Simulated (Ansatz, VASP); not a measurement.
**Two plane-wave programs on Be**

```
Be
1.0
     2.29950    0.00000    0.00000
    -1.14975    1.99143    0.00000
     0.00000    0.00000    3.42085
Be
2
Direct
  0.33333 0.66667 0.25000
  0.66667 0.33333 0.75000
```

Change from the starting cell: strain +0.000 along x and y, -0.050 along z, atoms carried along.

Alike in both runs: task single point; functional PBE; k mesh 24 × 24 × 14; occupations gaussian, width 0.15 eV; no spin polarisation.

|  | VASP | Ansatz |
| --- | --- | --- |
| version | VASP 6.6.1 | Ansatz 0.2.0 |
| potentials or method | VASP PAW PBE potentials, release 64 (Be) | scalar-relativistic, plane waves, PAW |
| plane-wave cutoff (eV) | 520 | 420 |
| valence electrons in the cell | 4 | 4 |

```csv
,VASP,Ansatz,Ansatz less VASP
gap on the k mesh at the Fermi level (eV),none,none,-
pressure (GPa),2.4,2.3,-0.17
largest component of the traceless stress (GPa),12.25,12.20,-0.045
```

A gap of «none» marks a metal or a gap that the smearing closes.
